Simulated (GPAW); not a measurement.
# Al (Fm-3m) in GPAW: notebook

Aim: see how the results for Al move with the level of theory and the settings. Levels: PBEint, LDA. Tasks: qha, G0W0 quasiparticle levels.

Program: GPAW 26.7.0. These are calculated values, not measurements. Logs are shortened: lines on timing, memory, paths and dates and some standing lists are left out, and cuts for length are marked. The log counts tension as positive stress, the text compression.

### Step 1. The crystal as given

It takes space group Fm-3m (No. 225, cubic). The conventional cell has a = 4.050 Å, b = 4.050 Å, c = 4.050 Å, α = 90.00°, β = 90.00°, γ = 90.00°. Al (site symmetry m-3m) has 12 Al at 2.86 Å as nearest neighbours.

### Step 2. Qha, PBEint

File run.py:

```python
import json
import numpy as np
from ase import Atoms
from ase.constraints import FixSymmetry
from ase.eos import EquationOfState
from ase.filters import FrechetCellFilter
from ase.io import read, write
from ase.optimize import BFGS
from ase.units import GPa, kJ, mol
from phonopy import Phonopy
from phonopy.structure.atoms import PhonopyAtoms
from gpaw import GPAW, PW, setup_paths

setup_paths.insert(0, '.')

atoms = read('Al.xyz')

calc = GPAW(mode=PW(510),
            xc='GGA_X_PBEINT+GGA_C_PBEINT',
            kpts={'size': (11, 11, 11), 'gamma': True},
            occupations={'name': 'fermi-dirac', 'width': 0.05},
            nbands=7,
            convergence={'density': 1e-06, 'eigenstates': 1e-09},
            mixer={'backend': 'msr1', 'beta': 0.15},
            eigensolver='ppcg',
            maxiter=60,
            txt='gpaw.txt')
atoms.calc = calc
atoms.set_constraint(FixSymmetry(atoms))
BFGS(FrechetCellFilter(atoms), trajectory='relax.traj', logfile='-').run(fmax=0.005, steps=40)
atoms.set_constraint()
energy = atoms.get_potential_energy()
forces = atoms.get_forces()
stress = atoms.get_stress()
calc.write('gs.gpw')
write('result.traj', atoms)
print('Cell:', atoms.cell.cellpar().round(4))
print(atoms.get_scaled_positions().round(5))

def force_constants(scale):
    unit = PhonopyAtoms(symbols=atoms.get_chemical_symbols(), cell=atoms.cell[:] * scale**(1 / 3),
                        scaled_positions=atoms.get_scaled_positions())
    ph = Phonopy(unit, supercell_matrix=np.diag([2, 2, 2]), primitive_matrix=np.eye(3), symprec=1e-4)
    ph.generate_displacements(distance=0.03)
    forces = []
    for i, sc in enumerate(ph.supercells_with_displacements):
        a = Atoms(sc.symbols, cell=sc.cell, scaled_positions=sc.scaled_positions, pbc=True)
        c = GPAW(mode=PW(510),
                 xc='GGA_X_PBEINT+GGA_C_PBEINT',
                 kpts={'size': (6, 6, 6), 'gamma': True},
                 occupations={'name': 'fermi-dirac', 'width': 0.05},
                 nbands=26,
                 convergence={'density': 1e-06, 'eigenstates': 1e-09},
                 mixer={'backend': 'msr1', 'beta': 0.15},
                 eigensolver='ppcg',
                 maxiter=60,
                 txt=f'disp-{scale:.3f}-{i:02d}.txt')
        a.calc = c
        f = a.get_forces()
        forces.append(f - f.mean(axis=0))
        print(f'displacement {i}: drift', f.mean(axis=0).round(5), flush=True)
    ph.forces = forces
    ph.produce_force_constants()
    ph.symmetrize_force_constants()
    return ph

qpoints = [[0.0, 0.0, 0.0], [0.0, 0.0, 0.5], [0.0, 0.5, 0.0], [0.0, 0.5, 0.5], [0.5, 0.0, 0.0], [0.5, 0.0, 0.5], [0.5, 0.5, 0.0], [0.5, 0.5, 0.5]]
results, volumes, free = {}, [], []
temperatures = np.arange(0, 1001, 50)
for scale in [0.97, 0.985, 1.0, 1.015, 1.03, 1.045, 1.06]:
    ph = force_constants(scale)
    ph.run_qpoints(qpoints)
    nu = ph.qpoints.frequencies * 33.35641  # THz to cm^-1
    results[f'{scale:.3f}'] = nu.tolist()
    for qp, f in zip(qpoints, nu):
        print(scale, np.round(qp, 4), f.round(2))
    a = atoms.copy()
    a.set_cell(atoms.cell * scale**(1 / 3), scale_atoms=True)
    c = GPAW(mode=PW(510),
             xc='GGA_X_PBEINT+GGA_C_PBEINT',
             kpts={'size': (11, 11, 11), 'gamma': True},
             occupations={'name': 'fermi-dirac', 'width': 0.05},
             nbands=7,
             convergence={'density': 1e-06, 'eigenstates': 1e-09},
             mixer={'backend': 'msr1', 'beta': 0.15},
             eigensolver='ppcg',
             maxiter=60,
             txt=f'cell-{scale:.3f}.txt')
    a.calc = c
    ph.run_mesh([15, 15, 15], is_gamma_center=True)
    ph.run_thermal_properties(temperatures=temperatures, cutoff_frequency=0.05)
    volumes.append(a.get_volume())
    free.append(a.get_potential_energy(force_consistent=True) + ph.thermal_properties.free_energy * kJ / mol)

fits = []
for f in np.transpose(free):
    if not 0 < f.argmin() < len(f) - 1:
        break  # the minimum has left the range of volumes
    fits.append(EquationOfState(volumes, f, eos='sj').fit())
fits = np.array(fits)
temperatures = temperatures[:len(fits)]
alpha = np.gradient(np.log(fits[:, 0]), temperatures)
for t, (v, gibbs, b), x in zip(temperatures, fits, alpha):
    print(f'{t:5d} K  V {v:9.4f} A^3  G {gibbs:12.6f} eV  B {b / GPa:8.2f} GPa  alpha_V {x * 1e6:8.2f} 1e-6/K')
results['qha'] = [temperatures.tolist(), fits[:, 0].tolist(), fits[:, 1].tolist(), (fits[:, 2] / GPa).tolist(), alpha.tolist(), volumes]
json.dump(results, open('phonons.json', 'w'))
```

File Al.xyz:

```xyz
1
Lattice="0.0000000000 2.0248050000 2.0248050000 2.0248050000 0.0000000000 2.0248050000 2.0248050000 2.0248050000 0.0000000000" Properties=species:S:1:pos:R:3 pbc="T T T"
Al     0.0000000000      0.0000000000      0.0000000000
```

Potentials or basis: PAW data sets generated in the run's folder for this functional, pw.

Run with:

```
> gpaw-setup -f GGA_X_PBEINT+GGA_C_PBEINT Al
> OMP_NUM_THREADS=1 python run.py
```

gpaw.txt:

```text
__  _  _
 | _ |_)|_||  |
 |__||  | ||/\| - 26.7.0

Input parameters:
  mode=PW(ecut=510.0),
  convergence={'density': 1e-06, 'eigenstates': 1e-09},
  eigensolver=PPCG(niter=2, min_niter=1, max_buffer_mem=209715200, blocksize=None, rr_modulo=5, include_cg=True, promote_inner_dtype=False, tolerances=None),
  kpts=MonkhorstPack(size=(11, 11, 11), gamma=True),
  maxiter=60,
  mixer=MSR1(name='msr1', nmaxold=10, beta=0.15, reg=0.005, gb_scale=1.0, max_A=0.75, trust_scale=1.0, soft_lim=4.0, hard_lim=6.0, weight=20.0, sigma=0.015, g_ss=None),
  nbands=7,
  occupations=Occupations(name='fermi-dirac', width=0.05),
  xc=XC(name='GGA_X_PBEINT+GGA_C_PBEINT')

Diagonalizing LCAO Hamiltonian
Converting LCAO to pw mode

       Al

Atoms  # Å, Bohr magnetons
|   | symbol |        x |        y |        z |    initial magnetic moments |
|---|--------|----------|----------|----------|-----------------------------|
| 0 |     Al | 0.000000 | 0.000000 | 0.000000 | ( 0.0000,  0.0000,  0.0000) |

Unit cell  # Å
| periodic |        x |        y |        z |  lengths |    angles |
|----------|----------|----------|----------|----------|-----------|
|      yes | 0.000000 | 2.024805 | 2.024805 | 2.863507 | 60.000000 |
|      yes | 2.024805 | 0.000000 | 2.024805 | 2.863507 | 60.000000 |
|      yes | 2.024805 | 2.024805 | 0.000000 | 2.863507 | 60.000000 |

Number of symmetries: 48
Symmetry operations  # r_c * U_cc + t_c -> r_c
|    | kind |            matrix            |
|----|------|------------------------------|
|  0 |  σ   |  1, 0, 0,  1, 0,-1,  1,-1, 0 |
|  1 |  C2  |  1, 0, 0,  1,-1, 0,  1, 0,-1 |
|  2 |  E   |  1, 0, 0,  0, 1, 0,  0, 0, 1 |
|  3 |  σ   |  1, 0, 0,  0, 0, 1,  0, 1, 0 |
|  4 |  C4  |  1, 0,-1,  1, 0, 0,  1,-1, 0 |
|  5 |  S6  |  1, 0,-1,  1,-1, 0,  1, 0, 0 |
|  6 |  σ   |  1, 0,-1,  0, 1,-1,  0, 0,-1 |
|  7 |  C3  |  1, 0,-1,  0, 0,-1,  0, 1,-1 |
|  8 |  S6  |  1,-1, 0,  1, 0, 0,  1, 0,-1 |
|  9 |  C4  |  1,-1, 0,  1, 0,-1,  1, 0, 0 |
| 10 |  C3  |  1,-1, 0,  0,-1, 1,  0,-1, 0 |
| 11 |  σ   |  1,-1, 0,  0,-1, 0,  0,-1, 1 |
| 12 |  σ   |  0, 1, 0,  1, 0, 0,  0, 0, 1 |
| 13 |  C4  |  0, 1, 0,  0, 1,-1, -1, 1, 0 |
| 14 |  C3  |  0, 1, 0,  0, 0, 1,  1, 0, 0 |
| 15 |  S6  |  0, 1, 0, -1, 1, 0,  0, 1,-1 |
| 16 |  C2  |  0, 1,-1,  1, 0,-1,  0, 0,-1 |
| 17 |  σ   |  0, 1,-1,  0, 1, 0, -1, 1, 0 |
| 18 |  S4  |  0, 1,-1,  0, 0,-1,  1, 0,-1 |
| 19 |  C4  |  0, 1,-1, -1, 1, 0,  0, 1, 0 |
| 20 |  C3  |  0, 0, 1,  1, 0, 0,  0, 1, 0 |
| 21 |  σ   |  0, 0, 1,  0, 1, 0,  1, 0, 0 |
[... 163 lines left out ...]
Fermi level: 7.111
Eigenvalues  # (at kpt = [0.000, 0.000, 0.000])
| band index |      eig [eV] | occ [0-2] |
|------------|---------------|-----------|
|          0 |        -3.994 |     2.000 |
|          1 |        19.699 |     0.000 |
|          2 |        19.699 |     0.000 |
|          3 |        19.699 |     0.000 |
|          4 |        21.183 |     0.000 |
|          5 |        21.183 |     0.000 |
|          6 |        21.183 |     0.000 |

No gap
No difference between direct/indirect transitions

Stress tensor  # eV/Ang^3
|         x |         y |        z |
|-----------|-----------|----------|
|  0.007157 | -0.000000 | 0.000000 |
| -0.000000 |  0.007157 | 0.000000 |
|  0.000000 |  0.000000 | 0.007157 |

Forces  # eV/Ang
|        x |       y |        z |
|----------|---------|----------|
| -0.00000 | 0.00000 | -0.00000 |  # Al   0

Interpolating wave functions to new cell

       Al

Atoms  # Å, Bohr magnetons
|   | symbol |        x |        y |        z |    initial magnetic moments |
|---|--------|----------|----------|----------|-----------------------------|
| 0 |     Al | 0.000000 | 0.000000 | 0.000000 | ( 0.0000,  0.0000,  0.0000) |

Unit cell  # Å
| periodic |        x |         y |         z |  lengths |    angles |
|----------|----------|-----------|-----------|----------|-----------|
|      yes | 0.000000 |  2.021371 |  2.021371 | 2.858650 | 60.000000 |
|      yes | 2.021371 | -0.000000 |  2.021371 | 2.858650 | 60.000000 |
|      yes | 2.021371 |  2.021371 | -0.000000 | 2.858650 | 60.000000 |

Number of symmetries: 48
Symmetry operations  # r_c * U_cc + t_c -> r_c
|    | kind |            matrix            |
|----|------|------------------------------|
|  0 |  σ   |  1, 0, 0,  1, 0,-1,  1,-1, 0 |
|  1 |  C2  |  1, 0, 0,  1,-1, 0,  1, 0,-1 |
|  2 |  E   |  1, 0, 0,  0, 1, 0,  0, 0, 1 |
|  3 |  σ   |  1, 0, 0,  0, 0, 1,  0, 1, 0 |
|  4 |  C4  |  1, 0,-1,  1, 0, 0,  1,-1, 0 |
|  5 |  S6  |  1, 0,-1,  1,-1, 0,  1, 0, 0 |
|  6 |  σ   |  1, 0,-1,  0, 1,-1,  0, 0,-1 |
|  7 |  C3  |  1, 0,-1,  0, 0,-1,  0, 1,-1 |
|  8 |  S6  |  1,-1, 0,  1, 0, 0,  1, 0,-1 |
|  9 |  C4  |  1,-1, 0,  1, 0,-1,  1, 0, 0 |
| 10 |  C3  |  1,-1, 0,  0,-1, 1,  0,-1, 0 |
| 11 |  σ   |  1,-1, 0,  0,-1, 0,  0,-1, 1 |
| 12 |  σ   |  0, 1, 0,  1, 0, 0,  0, 0, 1 |
| 13 |  C4  |  0, 1, 0,  0, 1,-1, -1, 1, 0 |
| 14 |  C3  |  0, 1, 0,  0, 0, 1,  1, 0, 0 |
| 15 |  S6  |  0, 1, 0, -1, 1, 0,  0, 1,-1 |
| 16 |  C2  |  0, 1,-1,  1, 0,-1,  0, 0,-1 |
| 17 |  σ   |  0, 1,-1,  0, 1, 0, -1, 1, 0 |
| 18 |  S4  |  0, 1,-1,  0, 0,-1,  1, 0,-1 |
| 19 |  C4  |  0, 1,-1, -1, 1, 0,  0, 1, 0 |
| 20 |  C3  |  0, 0, 1,  1, 0, 0,  0, 1, 0 |
| 21 |  σ   |  0, 0, 1,  0, 1, 0,  1, 0, 0 |
[... 162 lines left out ...]
Fermi level: 7.158
Eigenvalues  # (at kpt = [0.000, 0.000, 0.000])
| band index |      eig [eV] | occ [0-2] |
|------------|---------------|-----------|
|          0 |        -3.980 |     2.000 |
|          1 |        19.776 |     0.000 |
|          2 |        19.776 |     0.000 |
|          3 |        19.776 |     0.000 |
|          4 |        21.299 |     0.000 |
|          5 |        21.299 |     0.000 |
|          6 |        21.299 |     0.000 |

No gap
No difference between direct/indirect transitions

Stress tensor  # eV/Ang^3
|         x |        y |         z |
|-----------|----------|-----------|
|  0.004633 | 0.000000 | -0.000000 |
|  0.000000 | 0.004633 |  0.000000 |
| -0.000000 | 0.000000 |  0.004633 |

Forces  # eV/Ang
|        x |        y |        z |
|----------|----------|----------|
| -0.00000 | -0.00000 | -0.00000 |  # Al   0

Interpolating wave functions to new cell

       Al

Atoms  # Å, Bohr magnetons
|   | symbol |        x |        y |        z |    initial magnetic moments |
|---|--------|----------|----------|----------|-----------------------------|
| 0 |     Al | 0.000000 | 0.000000 | 0.000000 | ( 0.0000,  0.0000,  0.0000) |

Unit cell  # Å
| periodic |         x |         y |         z |  lengths |    angles |
|----------|-----------|-----------|-----------|----------|-----------|
|      yes | -0.000000 |  2.015172 |  2.015172 | 2.849884 | 60.000000 |
|      yes |  2.015172 | -0.000000 |  2.015172 | 2.849884 | 60.000000 |
|      yes |  2.015172 |  2.015172 | -0.000000 | 2.849884 | 60.000000 |

Number of symmetries: 48
Symmetry operations  # r_c * U_cc + t_c -> r_c
|    | kind |            matrix            |
|----|------|------------------------------|
|  0 |  σ   |  1, 0, 0,  1, 0,-1,  1,-1, 0 |
|  1 |  C2  |  1, 0, 0,  1,-1, 0,  1, 0,-1 |
|  2 |  E   |  1, 0, 0,  0, 1, 0,  0, 0, 1 |
|  3 |  σ   |  1, 0, 0,  0, 0, 1,  0, 1, 0 |
|  4 |  C4  |  1, 0,-1,  1, 0, 0,  1,-1, 0 |
|  5 |  S6  |  1, 0,-1,  1,-1, 0,  1, 0, 0 |
|  6 |  σ   |  1, 0,-1,  0, 1,-1,  0, 0,-1 |
|  7 |  C3  |  1, 0,-1,  0, 0,-1,  0, 1,-1 |
|  8 |  S6  |  1,-1, 0,  1, 0, 0,  1, 0,-1 |
|  9 |  C4  |  1,-1, 0,  1, 0,-1,  1, 0, 0 |
| 10 |  C3  |  1,-1, 0,  0,-1, 1,  0,-1, 0 |
| 11 |  σ   |  1,-1, 0,  0,-1, 0,  0,-1, 1 |
| 12 |  σ   |  0, 1, 0,  1, 0, 0,  0, 0, 1 |
| 13 |  C4  |  0, 1, 0,  0, 1,-1, -1, 1, 0 |
| 14 |  C3  |  0, 1, 0,  0, 0, 1,  1, 0, 0 |
| 15 |  S6  |  0, 1, 0, -1, 1, 0,  0, 1,-1 |
| 16 |  C2  |  0, 1,-1,  1, 0,-1,  0, 0,-1 |
| 17 |  σ   |  0, 1,-1,  0, 1, 0, -1, 1, 0 |
| 18 |  S4  |  0, 1,-1,  0, 0,-1,  1, 0,-1 |
| 19 |  C4  |  0, 1,-1, -1, 1, 0,  0, 1, 0 |
| 20 |  C3  |  0, 0, 1,  1, 0, 0,  0, 1, 0 |
| 21 |  σ   |  0, 0, 1,  0, 1, 0,  1, 0, 0 |
[... 162 lines left out ...]
Fermi level: 7.245
Eigenvalues  # (at kpt = [0.000, 0.000, 0.000])
| band index |      eig [eV] | occ [0-2] |
|------------|---------------|-----------|
|          0 |        -3.956 |     2.000 |
|          1 |        19.916 |     0.000 |
|          2 |        19.916 |     0.000 |
|          3 |        19.916 |     0.000 |
|          4 |        21.508 |     0.000 |
|          5 |        21.508 |     0.000 |
|          6 |        21.508 |     0.000 |

No gap
No difference between direct/indirect transitions

Stress tensor  # eV/Ang^3
|         x |         y |         z |
|-----------|-----------|-----------|
| -0.000080 |  0.000000 | -0.000000 |
|  0.000000 | -0.000080 | -0.000000 |
| -0.000000 | -0.000000 | -0.000080 |

Forces  # eV/Ang
|       x |        y |        z |
|---------|----------|----------|
| 0.00000 | -0.00000 | -0.00000 |  # Al   0

# Writing to gs.gpw (mode='')
```

It took 8.6 min on 1 thread of Arm Neoverse V2, shared host; peak memory 0.59 GiB.

Results:

* Free energy: -4.0229 eV
* Relaxed volume: 16.37 Å³/atom
* Relaxed cell: a = 2.850 Å, b = 2.850 Å, c = 2.850 Å, α = 60.00°, β = 60.00°, γ = 60.00°
* Space group after relaxing (to 0.05 Å): Fm-3m (No. 225)
* Pressure after relaxing: 0.0 GPa
* Band gap on the k mesh: none (metal or under the smearing width)
* Highest phonon frequency: 350 cm⁻¹

Final structure:
```cif
data_structure
_symmetry_space_group_name_H-M 'P 1'
_symmetry_Int_Tables_number 1
_cell_length_a 2.8499
_cell_length_b 2.8499
_cell_length_c 2.8499
_cell_angle_alpha 60.000
_cell_angle_beta 60.000
_cell_angle_gamma 60.000
_cell_volume 16.37
loop_
_atom_site_label
_atom_site_type_symbol
_atom_site_fract_x
_atom_site_fract_y
_atom_site_fract_z
_atom_site_occupancy
Al1 Al 0.00000 0.00000 0.00000 1
```

Levels at points of the mesh, in eV from the Fermi level:
| k point | band 1 | band 2 | band 3 | band 4 |
| --- | --- | --- | --- | --- |
| (0.00, 0.00, 0.00) | -11.20 | 12.67 | 12.67 | 12.67 |

Phonon frequencies in cm⁻¹ (negative: imaginary):
```tsv
q point	frequencies
(0.000, 0.000, 0.000)	0 0 0
(0.000, 0.000, 0.500)	147 147 296
(0.000, 0.500, 0.000)	147 147 296
(0.000, 0.500, 0.500)	203 203 350
(0.500, 0.000, 0.000)	147 147 296
(0.500, 0.000, 0.500)	203 203 350
(0.500, 0.500, 0.000)	203 203 350
(0.500, 0.500, 0.500)	147 147 296
```

Caveat: the cutoff is short for stress and forces, so pressures can be off by a GPa or more; the density grid can change from cell to cell, which puts small steps into energies and stress; the phonons are harmonic and from a small supercell.

[end of part 1 of 2]
